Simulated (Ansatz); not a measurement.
# BaS: how the settings move a single-point run

Question: which choices in the input matter for BaS?

Method: reference: DFT, LDA, all-electron PAW with datasets made for the crystal, scalar-relativistic, in Ansatz 0.2.0.

**1. The starting structure**

The structure is cubic, space group Fm-3m (No. 225). Conventional cell: a = 6.451 Å, b = 6.451 Å, c = 6.451 Å, α = 90.00°, β = 90.00°, γ = 90.00°. Ba (site symmetry m-3m) has 6 S at 3.23 Å as nearest neighbours. S (site symmetry m-3m) is surrounded by 6 Ba at 3.23 Å.

Coordinates:

```cif
data_structure
_symmetry_space_group_name_H-M 'P 1'
_symmetry_Int_Tables_number 1
_cell_length_a 4.5618
_cell_length_b 4.5618
_cell_length_c 4.5618
_cell_angle_alpha 60.000
_cell_angle_beta 60.000
_cell_angle_gamma 60.000
_cell_volume 67.13
loop_
_atom_site_label
_atom_site_type_symbol
_atom_site_fract_x
_atom_site_fract_y
_atom_site_fract_z
_atom_site_occupancy
Ba1 Ba 0.00000 0.00000 0.00000 1
S1 S 0.50000 0.50000 0.50000 1
```

**2. The reference run**

File input.yaml:

```yaml
crystal:
  lattice:
    - [0.0, 3.225675618, 3.225675618]
    - [3.225675618, 0.0, 3.225675618]
    - [3.225675618, 3.225675618, 0.0]
  atoms:
    - { symbol: Ba, position: [0.0, 0.0, 0.0] }
    - { symbol: S, position: [0.5, 0.5, 0.5] }
kpoints:
  mp_grid: { grid: [8, 8, 8] }
scf:
  occupations: { method: fermi_dirac, width: 0.03 }
hamiltonian:
  xc: lda
  pseudopotentials: { kind: all_electron, datasets: crystal }
output:
  forces: true
  stress: true
  eigenvalues: true
  efg: { contact_densities: true }
```

Started as:

```bash
ansatz run input.yaml --threads 1 --pin off --max-ram 2048MiB --backend cpu --events-out ev --progress --plain --runs-dir out
```

**3. Variant: mp_grid.grid [3, 3, 3], spin_polarized true**

input.yaml, as its differences from that of step 2:

```diff
@@ -9,3 +9,3 @@
 kpoints:
-  mp_grid: { grid: [8, 8, 8] }
+  mp_grid: { grid: [3, 3, 3] }
 scf:
@@ -20 +20,3 @@
   efg: { contact_densities: true }
+magnetization:
+  spin_polarized: true
```

**4. Changing settings: symmetry.detect false, mp_grid.shift [0.5, 0.5, 0.5], mixing.algorithm broyden, mixing.beta 0.1**

input.yaml, as its differences from that of step 2:

```diff
@@ -8,6 +8,8 @@
     - { symbol: S, position: [0.5, 0.5, 0.5] }
+  symmetry: { detect: false }
 kpoints:
-  mp_grid: { grid: [8, 8, 8] }
+  mp_grid: { grid: [8, 8, 8], shift: [0.5, 0.5, 0.5] }
 scf:
   occupations: { method: fermi_dirac, width: 0.03 }
+  mixing: { algorithm: broyden, beta: 0.1 }
 hamiltonian:
```

Q: Predict the outcome of this session. Wanted: for each run, ending; energy change; pressure; gap; force.

**Answer**, as computed:

```tsv
run	ending	energy change	pressure (GPa)	gap (eV)	force (eV/Å)	cycles	time
reference	converged	0	-3.6	2.05	0.00	9	3.3 s
1: mp_grid.grid [3, 3, 3], spin_polarized true	converged	+15.6 meV/atom	-3.4	2.33	0.00	7	2.7 s
2: symmetry.detect false, mp_grid.shift [0.5, 0.5, 0.5], mixing.algorithm broyden, mixing.beta 0.1	converged	0.0 meV/atom	-3.6	2.20	0.00	16	36 s
```

Residual by cycle in the longest SCF loop of each run; runs are numbered as in the table. The quantity is the density residual dr2, in eV.

```tsv
cycle	reference	run 1	run 2
1	1.77	0.00556	1.77
2	0.324	0.00221	1.05
4	5.2e-4	2.1e-4	0.274
5	6.9e-6	4.6e-5	5.8e-4
6	2.1e-6	1.7e-6	4.9e-4
8	1.3e-9	-	4.0e-5
9	3.4e-9	-	9.5e-5
11	-	-	6.2e-6
12	-	-	4.5e-6
13	-	-	1.3e-6
15	-	-	2.8e-7
16	-	-	3.8e-9
```

What this shows: Of the converged runs whose energies compare with the reference's, «mp_grid.grid [3, 3, 3], spin_polarized true» moves the energy most (+15.6 meV/atom) and «symmetry.detect false, mp_grid.shift [0.5, 0.5, 0.5], mixing.algorithm broyden, mixing.beta 0.1» least (0.0 meV/atom). Of the variants the dearest is «symmetry.detect false, mp_grid.shift [0.5, 0.5, 0.5], mixing.algorithm broyden, mixing.beta 0.1» (36 s), the cheapest «mp_grid.grid [3, 3, 3], spin_polarized true» (2.7 s), on a shared host. The gap of the reference lacks spin-orbit coupling, though the cell holds Ba.

The gaps are Kohn-Sham values of a semilocal functional, not quasiparticle or optical gaps. Such gaps usually fall short of the measured ones.
